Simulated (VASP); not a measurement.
# Au (P6_3/mmc) in VASP: notebook

The runs below take Au through single point, with r2SCAN.

Everything below comes from runs of VASP 6.6.1. Logs are shortened: lines on timing, memory, paths and dates and some standing lists are left out, and cuts for length are marked.

## 1. The structure

The structure is hexagonal, space group P6_3/mmc (No. 194). Conventional cell: a = 2.900 Å, b = 2.900 Å, c = 4.880 Å, α = 90.00°, β = 90.00°, γ = 120.00°. Au (site symmetry -6m2) is surrounded by 12 Au at 2.90 to 2.96 Å.

This isn't the form of Au at room conditions, which is fcc.

## 2. Single point, r2SCAN

INCAR reads:

```
PREC = Accurate
ENCUT = 900
EDIFF = 1E-8
ISMEAR = 1
SIGMA = 0.1
LREAL = F
LASPH = T
NELM = 100
ALGO = Normal
ISIF = 2
LWAVE = F
LCHARG = F
METAGGA = R2SCAN
LMIXTAU = T
ADDGRID = F
```

KPOINTS reads:

```
regular mesh
0
Gamma
  22 22 12
```

POSCAR reads:

```
Au
1.0
    2.9000000000      0.0000000000      0.0000000000
   -1.4500000000      2.5114736710      0.0000000000
    0.0000000000      0.0000000000      4.8800000000
Au
2
Direct
    0.6666666667      0.3333333333      0.2500000000
    0.3333333333      0.6666666667      0.7500000000
```

Potentials or basis: VASP PAW PBE potentials, release 64 (Au).

On the command line:

```sh
$ cat potpaw_PBE.64/Au/POTCAR > POTCAR
$ mpirun -np 1 vasp_std > vasp.out
```

OUTCAR:

```text
PREC = Accurate
   ENCUT = 900
   EDIFF = 1E-8
   ISMEAR = 1
   LREAL = F
   LASPH = T
   NELM = 100
   ISIF = 2
   METAGGA = R2SCAN

 ion  position               nearest neighbor table
   1  0.667  0.333  0.250-   2 2.96   2 2.96   2 2.96   2 2.96   2 2.96   2 2.96
   2  0.333  0.667  0.750-   1 2.96   1 2.96   1 2.96   1 2.96   1 2.96   1 2.96

  LATTYP: Found a hexagonal cell.
 ALAT       =     2.9000000000
 C/A-ratio  =     1.6827586207

  Lattice vectors:

 A1 = (   2.9000000000,   0.0000000000,   0.0000000000)
 A2 = (  -1.4500000000,   2.5114736710,   0.0000000000)
 A3 = (   0.0000000000,   0.0000000000,   4.8800000000)

Analysis of symmetry for initial positions (statically):
=====================================================================
 Subroutine PRICEL returns:
 Original cell was already a primitive cell.

 Routine SETGRP: Setting up the symmetry group for a
 hexagonal supercell.

 Subroutine GETGRP returns: Found 24 space group operations
 (whereof 12 operations were pure point group operations)
 out of a pool of 24 trial point group operations.

The static configuration has the point symmetry D_3d.
 The point group associated with its full space group is D_6h.

Analysis of symmetry for dynamics (positions and initial velocities):
=====================================================================
 Subroutine PRICEL returns:
 Original cell was already a primitive cell.

 Routine SETGRP: Setting up the symmetry group for a
 hexagonal supercell.

 Subroutine GETGRP returns: Found 24 space group operations
 (whereof 12 operations were pure point group operations)
 out of a pool of 24 trial point group operations.

The dynamic configuration has the point symmetry D_3d.
 The point group associated with its full space group is D_6h.

 Subroutine INISYM returns: Found 24 space group operations
 (whereof 12 operations are pure point group operations),
 and found     1 'primitive' translations

----------------------------------------------------------------------------------------

                                     Primitive cell

  volume of cell :      35.5424

  direct lattice vectors                    reciprocal lattice vectors
     2.900000000  0.000000000  0.000000000     0.344827586  0.199086300  0.000000000
[... 94 lines left out ...]
   POTIM  = 0.5000    time-step for ionic-motion
   TEBEG  =    0.0;   TEEND  =   0.0 temperature during run
   PSTRESS=    0.0 pullay stress
   NELECT =      22.0000    total number of electrons
   NUPDOWN=      -1.0000    fix difference up-down
   EMIN   =  10.00;   EMAX   =-10.00  energy-range for DOS
   EFERMI =   0.00;   METHOD = LEGACY
   ISMEAR =     1;   SIGMA  =   0.10  broadening in eV -4-tet -1-fermi 0-gaus
   EFERMI_NEDOS =   21; number of points for ismear=-14 and -15
   IALGO  =     38    algorithm
   IMIX   =      4    mixing-type and parameters
     AMIX     =   0.40;   BMIX     =  1.00
     AMIX_MAG =   1.60;   BMIX_MAG =  1.00
  volume/ion in A,a.u.               =      17.77       119.93
  Fermi-wavevector in a.u.,A,eV,Ry     =   1.395191  2.636528 26.484517  1.946557
  Thomas-Fermi vector in A             =   2.518667
   LORBIT       =      0    0 simple, 1 ext, 2 COOP (PROOUT), +10 PAW based schemes
   METAGGA = R2SCAN    functional components
   LHFCALC =     F    Hartree Fock is set to
   AEXX    =    0.0000 exact exchange contribution
   IVDW    =     0    specifies the selected vdW correction
   LEPSILON=     F    determine dielectric tensor
   LRPA    =     F    only Hartree local field effects (RPA)
 non-spin polarized calculation
 Methfessel and Paxton  Order N= 1 SIGMA  =   0.10
  energy-cutoff  :      900.00
  volume of cell :       35.54
 maximum number of plane-waves:      2202
   NGX = 15   NGY = 15   NGZ = 23

 number of electron      22.0000000 magnetization

 Free energy of the ion-electron system (eV)
  ---------------------------------------------------
  ext. energy  EPLUGINS =         0.00000000
  ---------------------------------------------------
  free energy    TOTEN  =      -101.17130324 eV

  energy without entropy =     -101.17073626  energy(sigma->0) =     -101.17111425

 E-fermi :   8.6311     XC(G=0): -13.3259

 val. band max:        8.6255509500   @ k =   0.4091   0.0455   0.5000
 cond. band min:       8.6356869847   @ k =   0.3182   0.1818   0.2500
 fundamental gap:      0.0101360347
 Fermi energy:         8.6311157388

 k-point     1 :       0.0000    0.0000    0.0000
  band No.  band energies     occupation
      1      -0.9904      2.00000
      2       1.3442      2.00000
      3       3.7425      2.00000
      4       4.0237      2.00000
      5       4.0237      2.00000
      6       4.3148      2.00000
      7       4.3148      2.00000
      8       4.9850      2.00000
      9       4.9850      2.00000
     10       6.2843      2.00000
     11       6.2843      2.00000
     12       7.8524      2.00000
     13      11.1638      0.00000
     14      24.1109      0.00000
[... 401 lines left out ...]
      2       2.1903      2.00000
      3       3.3685      2.00000
      4       3.9890      2.00000
      5       4.0146      2.00000
      6       4.4051      2.00000
      7       4.4305      2.00000
      8       4.8479      2.00000
      9       5.0444      2.00000
     10       5.1292      2.00000
     11       6.3727      2.00000
     12      10.9381      0.00000
     13      11.2574      0.00000
     14      21.3128      0.00000
     15      22.2942      0.00000

 [... further k-points ...]

------------------------ aborting loop because EDIFF is reached ----------------------------------------

  FORCE on cell =-STRESS in cart. coord.  units (eV):
  Direction    XX          YY          ZZ          XY          YZ          ZX
  --------------------------------------------------------------------------------------
  -------------------------------------------------------------------------------------
  Total       -0.2403462     -0.2403462     -0.2520568      0.0000000      0.0000000      0.0000000
  in kB      -10.8343120    -10.8343120    -11.3622041      0.0000000      0.0000000      0.0000000
  external PRESSURE =     -11.0102761 kB  Pullay stress =       0.0000000 kB

 VOLUME and BASIS-vectors are now :
 -----------------------------------------------------------------------------
  energy-cutoff  :      900.00
  volume of cell :       35.54
      direct lattice vectors                 reciprocal lattice vectors
     2.900000000  0.000000000  0.000000000     0.344827586  0.199086300  0.000000000
    -1.450000000  2.511473671  0.000000000     0.000000000  0.398172599  0.000000000
     0.000000000  0.000000000  4.880000000     0.000000000  0.000000000  0.204918033

 POSITION                                       TOTAL-FORCE (eV/Angst)
 -----------------------------------------------------------------------------------
      1.45000      0.83716      1.22000         0.000000     -0.000000      0.000000
     -0.00000      1.67432      3.66000        -0.000000      0.000000      0.000000
 -----------------------------------------------------------------------------------
    total drift:                                0.000000     -0.000000      0.000000

  FREE ENERGIE OF THE ION-ELECTRON SYSTEM (eV)
  ---------------------------------------------------
  free  energy   TOTEN  =      -101.1713032406 eV

  energy  without entropy=     -101.1707362580  energy(sigma->0) =     -101.17111425
```

Wall time 28 min (1 thread of Intel Xeon Platinum 8375C at 2.90GHz (Ice Lake), shared host); peak memory 0.5 GiB.

Results:

* Free energy: -101.1713 eV
* Pressure: -1.1 GPa
* Band gap on the k mesh: none (metal or under the smearing width)

Levels at points of the mesh, in eV from the Fermi level:
| k point | band 8 | band 9 | band 10 | band 11 | band 12 | band 13 | band 14 | band 15 |
| --- | --- | --- | --- | --- | --- | --- | --- | --- |
| (0.00, 0.00, 0.00) | -3.65 | -3.65 | -2.35 | -2.35 | -0.78 | 2.53 | 15.48 | 16.47 |
| (0.50, 0.00, 0.00) | -2.13 | -2.02 | -1.85 | 0.44 | 1.57 | 5.94 | 7.38 | 7.51 |
| (0.00, 0.00, 0.50) | -4.64 | -2.79 | -2.79 | -2.79 | -2.79 | 10.81 | 10.81 | 15.72 |
| (0.50, 0.00, 0.50) | -2.50 | -1.92 | -1.92 | 0.70 | 0.70 | 3.93 | 3.93 | 13.68 |

Caveat: the PAW data sets were made with another functional, which shifts forces and pressure a little. The run has no spin-orbit coupling, so splittings on Au are missing.

## 3. Single point, r2SCAN

INCAR, as its differences from that of step 2:

```diff
@@ -1,6 +1,6 @@
 PREC = Accurate
-ENCUT = 900
-EDIFF = 1E-8
+ENCUT = 220
+EDIFF = 1E-6
 ISMEAR = 1
-SIGMA = 0.1
+SIGMA = 0.2
 LREAL = F
```

KPOINTS reads:

```
regular mesh
0
Gamma
  9 9 5
```

POSCAR is that of step 2.

Potentials or basis: VASP PAW PBE potentials, release 64 (Au).

On the command line:

```sh
$ cat potpaw_PBE.64/Au/POTCAR > POTCAR
$ mpirun -np 1 vasp_std > vasp.out
```

Run time: 32 s. Hardware: 1 thread of Intel Xeon Platinum 8375C at 2.90GHz (Ice Lake), shared host; peak memory 0.11 GiB.

The run converged, but a check on its numbers failed (symmetry, net force, bounds or a known fault of this set-up), so they aren't taken as properties of the crystal.

Caveat: the cutoff lies under the usual one of these potentials, so the numbers hold a large basis-set error; the PAW data sets were made with another functional, which shifts forces and pressure a little.

## 4. Single point, r2SCAN

INCAR is that of step 3.

KPOINTS is that of step 3.

POSCAR reads:

```
Au
1.0
    2.9000000000      0.0000000000      0.0000000000
   -1.4500000000      2.5114736710      0.0000000000
    0.0000000000      0.0000000000      4.8800000000
Au
2
Direct
    0.6369950000      0.3319390000      0.2378770000
    0.3187740000      0.6342170000      0.7501220000
```

On the command line:

```sh
$ cat potpaw_PBE.64/Au/POTCAR > POTCAR
$ mpirun -np 1 vasp_std > vasp.out
```

Run time: 1.7 min. Hardware: 1 thread of Intel Xeon Platinum 8375C at 2.90GHz (Ice Lake), shared host; peak memory 0.14 GiB.

The run converged, but a check on its numbers failed (symmetry, net force, bounds or a known fault of this set-up), so they aren't taken as properties of the crystal.

Caveat: the cutoff lies under the usual one of these potentials, so the numbers hold a large basis-set error; the PAW data sets were made with another functional, which shifts forces and pressure a little.

## 5. Single point, r2SCAN

INCAR, as its differences from that of step 4:

```diff
@@ -1,3 +1,3 @@
 PREC = Accurate
-ENCUT = 220
+ENCUT = 280
 EDIFF = 1E-6
```

KPOINTS is that of step 4.

POSCAR reads:

```
Au
1.0
    2.9000000000      0.0000000000      0.0000000000
   -1.4500000000      2.5114736710      0.0000000000
    0.0000000000      0.0000000000      4.8800000000
Au
2
Direct
    0.6666666667      0.3333333333      0.2500000000
    0.3333333333      0.6666666667      0.7500000000
```

Potentials or basis: VASP PAW PBE potentials, release 64 (Au).

On the command line:

```sh
$ cat potpaw_PBE.64/Au/POTCAR > POTCAR
$ mpirun -np 1 vasp_std > vasp.out
```

OUTCAR:

```text
PREC = Accurate
   ENCUT = 280
   EDIFF = 1E-6
   ISMEAR = 1
   LREAL = F
   LASPH = T
   NELM = 100
   ISIF = 2
   METAGGA = R2SCAN

 Found     36 irreducible k-points:

 Following reciprocal coordinates:
            Coordinates               Weight
  0.000000  0.000000  0.000000      1.000000
  0.111111  0.000000  0.000000      6.000000
  0.222222 -0.000000  0.000000      6.000000
  0.333333  0.000000  0.000000      6.000000
  0.444444 -0.000000  0.000000      6.000000
  0.111111  0.111111  0.000000      6.000000
   k-points           NKPTS =     36   k-points in BZ     NKDIM =     36   number of bands    NBANDS=     15
   number of dos      NEDOS =    301   number of ions     NIONS =      2
   total plane-waves  NPLWV =   7168
   dimension x,y,z NGX =    16 NGY =   16 NGZ =   28
   dimension x,y,z NGXF=    32 NGYF=   32 NGZF=   56
   ions per type =               2
   NGX,Y,Z   is equivalent  to a cutoff of   9.17,  9.17,  9.54 a.u.
   NGXF,Y,Z  is equivalent  to a cutoff of  18.34, 18.34, 19.08 a.u.
 SYSTEM =  unknown system
   PREC   = accura    normal or accurate (medium, high low for compatibility)
   ISTART =      0    job   : 0-new  1-cont  2-samecut
   ICHARG =      2    charge: 1-file 2-atom 10-const
[... 71 lines left out ...]
      7       4.3257      2.00000
      8       4.9894      2.00000
      9       4.9894      2.00000
     10       6.2878      2.00000
     11       6.2878      2.00000
     12       7.8394      2.00000
     13      11.1592     -0.00000
     14      24.1052      0.00000
[... 77 lines left out ...]
      2       2.1599      2.00000
      3       3.3791      2.00000
      4       4.0186      2.00000
      5       4.0794      2.00000
      6       4.3681      2.00000
      7       4.4365      2.00000
      8       4.8174      2.00000
      9       5.0750      2.00000
     10       5.1006      2.00000
     11       6.3707      2.00000
     12      10.8137     -0.00000
     13      11.2432     -0.00000
     14      21.7795      0.00000
     15      22.1075      0.00000

 [... further k-points ...]

------------------------ aborting loop because EDIFF is reached ----------------------------------------

  FORCE on cell =-STRESS in cart. coord.  units (eV):
  Direction    XX          YY          ZZ          XY          YZ          ZX
  --------------------------------------------------------------------------------------
  -------------------------------------------------------------------------------------
  Total       -0.3747072     -0.3747072     -0.5362708      0.0000000      0.0000000      0.0000000
  in kB      -16.8910315    -16.8910315    -24.1739878      0.0000000      0.0000000      0.0000000
  external PRESSURE =     -19.3186836 kB  Pullay stress =       0.0000000 kB

 VOLUME and BASIS-vectors are now :
 -----------------------------------------------------------------------------
  energy-cutoff  :      280.00
  volume of cell :       35.54
      direct lattice vectors                 reciprocal lattice vectors
     2.900000000  0.000000000  0.000000000     0.344827586  0.199086300  0.000000000
    -1.450000000  2.511473671  0.000000000     0.000000000  0.398172599  0.000000000
     0.000000000  0.000000000  4.880000000     0.000000000  0.000000000  0.204918033

 POSITION                                       TOTAL-FORCE (eV/Angst)
 -----------------------------------------------------------------------------------
      1.45000      0.83716      1.22000         0.000000      0.000000      0.000000
     -0.00000      1.67432      3.66000        -0.000000     -0.000000      0.000000
 -----------------------------------------------------------------------------------
    total drift:                                0.000000     -0.000000      0.000000

  FREE ENERGIE OF THE ION-ELECTRON SYSTEM (eV)
  ---------------------------------------------------
  free  energy   TOTEN  =      -101.2569699543 eV

  energy  without entropy=     -101.2572641709  energy(sigma->0) =     -101.25706803
```

OSZICAR:

```text
N       E                     dE             d eps       ncg     rms          rms(c)
DAV:   1    -0.228387154228E+02   -0.22839E+02   -0.84731E+03  1118   0.884E+02
DAV:   2    -0.108388805309E+03   -0.85550E+02   -0.82831E+02  1206   0.219E+02
[... 14 lines left out ...]
DAV:  17    -0.101257069450E+03   -0.22756E-03   -0.10480E-04  1262   0.101E-01    0.381E-03
DAV:  18    -0.101256936906E+03    0.13254E-03   -0.10065E-06   862   0.979E-03    0.421E-03
DAV:  19    -0.101257021410E+03   -0.84504E-04   -0.11519E-06   638   0.107E-02    0.149E-03
DAV:  20    -0.101256978326E+03    0.43084E-04   -0.26282E-07   603   0.508E-03    0.303E-03
DAV:  21    -0.101256975720E+03    0.26066E-05   -0.41332E-07   561   0.651E-03    0.114E-04
DAV:  22    -0.101256969933E+03    0.57872E-05   -0.16150E-08   561   0.113E-03    0.793E-05
DAV:  23    -0.101256969954E+03   -0.21728E-07   -0.15191E-09   561   0.340E-04
   1 F= -.10125697E+03 E0= -.10125707E+03  d E =0.294217E-03
```

Wall time 37 s (1 thread of Intel Xeon Platinum 8375C at 2.90GHz (Ice Lake), shared host); peak memory 0.13 GiB.

The run converged, but some of its settings lie outside the range that counts as converged, so its numbers aren't taken as properties of the crystal.

What came out:

```yaml
Free_energy: -101.2570 eV
Pressure: -1.9 GPa
Band_gap_on_the_k_mesh: none (metal or under the smearing width)
```

Caveat: the cutoff is under 1.25 times the usual one of these potentials, so pressure, stress and relaxed cells hold a basis-set (Pulay) error; the PAW data sets were made with another functional, which shifts forces and pressure a little.

## 6. Single point, r2SCAN

INCAR is that of step 5.

KPOINTS is that of step 5.

POSCAR reads:

```
Au
1.0
    2.9000000000      0.0000000000      0.0000000000
   -1.4500000000      2.5114736710      0.0000000000
    0.0000000000      0.0000000000      4.8800000000
Au
2
Direct
    0.6369950000      0.3319390000      0.2378770000
    0.3187740000      0.6342170000      0.7501220000
```

Potentials or basis: VASP PAW PBE potentials, release 64 (Au).

On the command line:

```sh
$ cat potpaw_PBE.64/Au/POTCAR > POTCAR
$ mpirun -np 1 vasp_std > vasp.out
```

Wall time 2.1 min (1 thread of Intel Xeon Platinum 8375C at 2.90GHz (Ice Lake), shared host); peak memory 0.15 GiB.

The run converged, but some of its settings lie outside the range that counts as converged, so its numbers aren't taken as properties of the crystal.

Results:

```yaml
Free_energy: -101.2421 eV
Pressure: -1.4 GPa
Largest_force: 0.383 eV/Å
Band_gap_on_the_k_mesh: none (metal or under the smearing width)
```

Caveat: the cutoff is under 1.25 times the usual one of these potentials, so pressure, stress and relaxed cells hold a basis-set (Pulay) error; the PAW data sets were made with another functional, which shifts forces and pressure a little.

## 7. For comparison

An earlier run on the cell as given: functional PBE; potentials or basis VASP PAW PBE potentials, release 64 (Au); cutoff 520 eV; k mesh 11 × 11 × 6; occupations fermi-dirac, width 0.05 eV; no spin polarisation.

* Pressure: 1.6 GPa
* Band gap on the k mesh: none (metal or under the smearing width)
